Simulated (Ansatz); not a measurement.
The parent structure is InN in the wurtzite structure (space group P6_3mc, No. 186; a = 3.581 Å, c = 5.788 Å).

Levels (all Ansatz, a quantum-chemistry and plane-wave program, PAW, earlier PAW set): PBE (420 eV, no spin-orbit coupling); r2SCAN (500 eV, no spin-orbit coupling).

Levels that relaxed their own cell: PBE and r2SCAN.

```csv
level,lattice parameter a,lattice parameter c
PBE,3.581 Å,5.788 Å
r2SCAN,3.548 Å,5.724 Å
```

Measured: lattice parameter a 3.537 Å (room temperature; as listed in M J Lucero, T M Henderson, G E Scuseria, Journal of Physics Condensed Matter (2012)); lattice parameter c 5.703 Å (room temperature; as listed in I. Vurgaftman, J. R. Meyer, L. R. Ram-Mohan, Journal of Applied Physics (2001)).

Computed minus measured — lattice parameter a: PBE +1.2 %, r2SCAN +0.3 % (closest: r2SCAN); lattice parameter c: PBE +1.5 %, r2SCAN +0.4 % (closest: r2SCAN). Measured values not marked as corrected hold thermal and zero-point effects that the static-lattice runs lack.

No phonon test of stability was made. The final runs are not spin-polarised.
